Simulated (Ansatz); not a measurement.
Wires are cut from relaxed bulk Ta (Im-3m, 18.28 Å³/atom, gap on the mesh 0.00 eV); atoms and period are relaxed, and energies count from that bulk.

The calculation used DFT PBE, scalar-relativistic, plane waves, PAW (Ansatz).

Cutoff 420 eV, Gaussian smearing of 0.05 eV, energies at zero smearing, symmetry of each start kept, no spin polarisation.

| start | atoms | k mesh | excess energy (eV per host atom) | line energy (eV/Å) | period (Å) | gap on the mesh (eV) | highest filled level or Fermi level under vacuum (eV) |
| --- | --- | --- | --- | --- | --- | --- | --- |
| [001] wire, 14 host atoms a period | 14 | 1×1×16 | 1.286 | 5.724 | 3.146 | 0 | 3.80 |
| [001] wire, 20 host atoms a period | 20 | 1×1×16 | 0.995 | 6.227 | 3.195 | 0 | - |

A dash: not computed, or not clear enough to read.

Spin-orbit coupling is left out, which matters for the bands of heavy elements.

Each run keeps its start's symmetry and one magnetic start, so lower states can exist.

Cost: 2 runs of about 2.3 core-hours in all, on Intel Xeon Processor @ 2.50GHz (Skylake/Cascade Lake) (shared hosts).